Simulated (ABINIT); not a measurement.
Crystal: PbO.

```xyz
8
Lattice="5.8760 0.0000 0.0000 0.0000 5.4760 0.0000 0.0000 0.0000 4.7430" Properties=species:S:1:pos:R:3 pbc="T T T"
Pb    4.5186    2.8147    1.1858
Pb    1.3574    2.6613    3.5573
Pb    4.5186    5.3993    3.5573
Pb    1.3574    0.0767    1.1858
O     0.7756    3.1870    1.1858
O     5.1004    2.2890    3.5573
O     0.7756    5.0270    3.5573
O     5.1004    0.4490    1.1858
```

```yaml
Program: ABINIT 10.8.3 (patched build)
Task: relaxation of cell and atoms
Functional: PBEsol
Potentials_or_basis: JTH PAW PBE v2.0
Cutoff: 626 eV
k_mesh: 2 × 2 × 3
Occupations: fermi-dirac, width 0.05 eV
Spin: no spin polarisation
```

At the start: pressure -1.5 GPa; volume 19.08 Å³/atom.

**Question.** Where does the relaxation end?

**Answer.** Over 19 steps the energy falls by 47.5 meV/atom and the volume is 19.89 Å³/atom (+4.3 %); space group Pbcm (No. 57, to 0.05 Å).

The path:
| step | energy change (eV) | largest force (eV/Å) | pressure (GPa) | volume (Å³) |
| --- | --- | --- | --- | --- |
| 1 | 0.0000 | 0.9847 | -1.55 | 152.62 |
| 2 | -0.0882 | 0.8950 | -1.34 | 151.89 |
| 3 | -0.2826 | 0.3018 | 1.78 | 147.59 |
| 4 | -0.3010 | 0.2968 | 0.64 | 148.95 |
| 5 | -0.3085 | 0.2844 | 0.50 | 149.36 |
| 6 | -0.3504 | 0.1535 | -0.30 | 153.19 |
| 7 | -0.3540 | 0.1234 | -0.27 | 153.66 |
| 8 | -0.3610 | 0.0528 | 0.07 | 154.40 |
| 9 | -0.3642 | 0.0679 | 0.30 | 154.61 |
| 10 | -0.3678 | 0.0752 | 0.47 | 154.89 |
| 11 | -0.3699 | 0.0729 | 0.38 | 155.24 |
| 12 | -0.3712 | 0.0788 | 0.16 | 155.67 |
| 13 | -0.3717 | 0.0793 | -0.01 | 156.00 |
| 14 | -0.3725 | 0.0761 | -0.17 | 156.46 |
| 15 | -0.3742 | 0.0943 | -0.35 | 157.34 |
| 16 | -0.3766 | 0.0949 | -0.46 | 158.61 |
| 17 | -0.3787 | 0.0525 | -0.35 | 159.47 |
| 18 | -0.3795 | 0.0211 | -0.14 | 159.43 |
| 19 | -0.3796 | 0.0167 | -0.03 | 159.15 |

Final structure:
```
CELL_PARAMETERS angstrom
6.06800 0.00000 0.00000
0.00000 5.57734 0.00000
0.00000 0.00000 4.70267
ATOMIC_POSITIONS crystal
Pb 0.77484 0.48594 0.25000
Pb 0.22516 0.51406 0.75000
Pb 0.77484 0.01406 0.75000
Pb 0.22516 0.98594 0.25000
O 0.12885 0.59338 0.25000
O 0.87115 0.40662 0.75000
O 0.12885 0.90662 0.75000
O 0.87115 0.09338 0.25000
```

Caveat: the k mesh is coarse (spacing up to 0.57 Å⁻¹), so the values aren't converged; the PAW data sets were made with another functional, which shifts forces and pressure a little.
